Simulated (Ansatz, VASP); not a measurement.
## Cr: VASP beside Ansatz

File INCAR:

```
PREC = Accurate ; ENCUT = 520
EDIFF = 1E-6 ; ISMEAR = 0
SIGMA = 0.15 ; LREAL = False
LASPH = True ; NELM = 60
ALGO = Fast ; ISIF = 2
LWAVE = False ; LCHARG = False
GGA = PE ; NBANDS = 12
```

KPOINTS

```
Automatic mesh
0
Gamma
  24 24 24
```

File POSCAR:

```
Cr
1.0
   -1.4996280000      1.4996280000      1.3265940000
    1.4996280000     -1.4996280000      1.3265940000
    1.4996280000      1.4996280000     -1.3265940000
Cr
1
Direct
    0.0000000000      0.0000000000      0.0000000000
```

Input for Ansatz:

```yaml
crystal:
  lattice:
    - [-1.499628, 1.499628, 1.326594]
    - [1.499628, -1.499628, 1.326594]
    - [1.499628, 1.499628, -1.326594]
  atoms:
    - { symbol: Cr, position: [0.0, 0.0, 0.0] }
basis:
  ecutwfc: 420
kpoints:
  mp_grid: { grid: [24, 24, 24] }
hamiltonian:
  xc: pbe
scf:
  occupations: { method: gaussian, width: 0.15 }
output:
  forces: true
  stress: true
  eigenvalues: true
```

Change from the starting cell: strain +0.040 along x and y, -0.080 along z, atoms carried along.

Alike in both runs: task single point; functional PBE; k mesh 24 × 24 × 24; occupations gaussian, width 0.15 eV; no spin polarisation.

```csv
,VASP,Ansatz
version,VASP 6.6.1,Ansatz 0.2.0
potentials or method,"VASP PAW PBE potentials, release 64 (Cr_pv)","scalar-relativistic, plane waves, PAW"
plane-wave cutoff (eV),520,420
valence electrons in the cell,12,14
```

Ansatz gave:

* gap on the k mesh at the Fermi level (eV): none
* pressure (GPa): -5.5
* largest component of the traceless stress (GPa): 24.33

Problem. Estimate VASP's values.

Solution. gap on the k mesh at the Fermi level (eV): none; pressure (GPa): -6.1; largest component of the traceless stress (GPa): 24.08.

A gap of «none» marks a metal or a gap that the smearing closes. The functional is the same, so the differences come from potentials, cutoffs and numerics. The two sets of potentials don't hold the same shells in valence.

Caveats: the run has no spin polarisation, though such a crystal can be magnetic. Spin polarisation is off, so any magnetic state and its effect on volume and gap are missing.
